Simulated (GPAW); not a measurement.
GaSb:

```
Sb Ga
1.0
     0.00000    3.05900    3.05900
     3.05900    0.00000    3.05900
     3.05900    3.05900    0.00000
Sb Ga
1 1
Cartesian
  1.5295 1.5295 1.5295
  0.0000 0.0000 0.0000
```

Base run:

- Program: GPAW 26.7.0
- Functional: WC
- Potentials or basis: PAW data sets generated in the run's folder for this functional
- Cutoff: 600 eV
- Basis: pw
- k mesh: 6 × 6 × 6
- Occupations: fermi-dirac, width 0.05 eV
- Spin: spin-orbit coupling, no magnetisation

Its results: pressure -0.1 GPa.

**Question.** The run is repeated on the same cell with these changes: functional from WC to OLYP; band points from 60 to 100. What comes out?

**Answer.** Pressure 3.5 GPa.

Caveats: spin-orbit coupling was added after a scalar SCF, so levels and gaps hold it while energy, forces, pressure and moments don't.

Not every run made on this cell is shown here.
